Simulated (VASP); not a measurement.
Here is the system:

```
CELL_PARAMETERS angstrom
      0.00000     2.96652     2.96652
      2.96652     0.00000     2.96652
      2.96652     2.96652     0.00000
ATOMIC_POSITIONS crystal
  Na 0.00000 0.00000 0.00000
  Br 0.50000 0.50000 0.50000
```

Calculation: PBEsol GGA, VASP's PBE PAW potentials (set 64) (plane waves; VASP). Settings: 520 eV cut-off, 9×9×9 Γ-centred mesh, tetrahedra with Blöchl corrections, potentials Na_pv Br.

### Question
Estimate the energy per atom (σ→0), band gap (on the k-mesh) with the smallest direct gap where there is one.

### Answer

```json
{
  "band gap (on the k-mesh)": "4.06 eV",
  "smallest direct gap (on the k-mesh)": "4.06 eV",
  "energy per atom (σ→0)": "-3.188 eV/atom"
}
```

Only differences to runs with the same potentials and settings are physical.

The compound is NaBr in the rock salt structure. It was relaxed first.
